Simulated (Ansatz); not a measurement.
The system is TiTe2.

```
CELL_PARAMETERS angstrom
3.02557 0.00000 0.00000
0.00000 3.02557 0.00000
0.00000 0.00000 9.30163
ATOMIC_POSITIONS crystal
Ti 0.00000 0.00000 0.00000
Te 0.00000 0.00000 0.29431
Te 0.00000 0.00000 0.70569
```

The cell was built by a generator and needn't be a form met in nature.

Base run:

* Program: Ansatz 0.2.0
* Functional: LDA
* Potentials or basis: Ansatz PAW
* Cutoff: 420 eV (not typed: the program's choice for these potentials)
* k mesh: 9 × 9 × 3
* Occupations: fermi-dirac, width 0.05 eV
* Spin: no spin polarisation
* Hubbard terms: Ti d U = 2 eV

Its results: band gap on the k mesh none (metal or under the smearing width); pressure 0.1 GPa; largest force 0.108 eV/Å.

Question: The run is repeated on the same cell with these changes: hubbard terms from Ti d U = 2 eV to Ti d U = 8 eV. What comes out?

Answer: Band gap on the k mesh none (metal or under the smearing width); pressure 8.3 GPa; largest force 0.947 eV/Å.

Caveats: U without spin polarisation on a metal has little footing; the PAW data sets come from PBE, with cores solved anew for the run's functional, which leaves a small shift of forces and pressure; the U is typed as a test and isn't derived for this compound.
